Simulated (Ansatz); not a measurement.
**Strain and the gap of CdS (rocksalt)**

Rocksalt CdS, relaxed with r2SCAN in Ansatz. It is cubic, Fm-3m (No. 225); conventional cell a = 5.454 Å, 20.27 Å³ an atom. Cd has 6 S at 2.73 Å; S has 6 Cd at 2.73 Å.

The axes x, y and z are those of this cell:
```xyz
2
Lattice="0.0000 2.7268 2.7268 2.7268 0.0000 2.7268 2.7268 2.7268 0.0000" Properties=species:S:1:pos:R:3 pbc="T T T"
Cd    0.0000    0.0000    0.0000
S     2.7268    2.7268    2.7268
```

Unstrained: r2SCAN gives an indirect gap of 0.753 eV, from L to X; the least direct gap is 2.387 eV at Γ. HSE06 gives an indirect gap of 1.243 eV, from L to X; the least direct gap is 2.776 eV at Γ. Meshes: r2SCAN 8×8×8, HSE06 6×6×6. Strains are changes of length per length. After each strain the atoms were relaxed again with r2SCAN within the symmetry that the strain leaves, so tilts or polar shifts that break it weren't tested; points keep the names that they have in the unstrained zone. The calculation is spin-unpolarised, and the structure need not be a phase that has been made.

Changes of the least gap in eV (an overlap counts as a negative gap):

| strain | volume change (%) | space group | r2SCAN | HSE06 | energy rise, r2SCAN (meV/atom) |
| --- | --- | --- | --- | --- | --- |
| uniaxial -0.64 % along [111] | -0.6 | R-3m | -0.012 | -0.010 | 0.3 |
| isotropic -1.87 % on every length | -5.5 | Fm-3m | -0.011 | +0.001 | 17.6 |
| epitaxial +3.69 % in the xy plane, free normal strain -2.70 % | +4.6 | I4/mmm | -0.293 | -0.307 | 21.3 |

Uniaxial -0.64 % along [111], other directions held. HSE06: the gap goes from 1.243 to 1.233 eV (-0.010 eV). Stress change with r2SCAN, compression positive: xx +0.54, yy +0.54, zz +0.54, xy +0.16, xz +0.16, yz +0.16 GPa.

Isotropic -1.87 % on every length. HSE06: the gap goes from 1.243 to 1.244 eV (+0.001 eV). Stress change with r2SCAN, compression positive: xx +5.31, yy +5.31, zz +5.31 GPa. For HSE06, dE_g/d ln V = 0.0 eV over this step.

Epitaxial +3.69 % in the xy plane, free normal strain -2.70 %. HSE06: the gap goes from 1.243 to 0.936 eV (-0.307 eV). Stress change with r2SCAN, compression positive: xx -4.14, yy -4.14, zz -0.03 GPa.

The runs are scalar-relativistic, without spin-orbit coupling.

The meshes of the hybrids are coarse, so their gaps aren't converged to the digits shown.
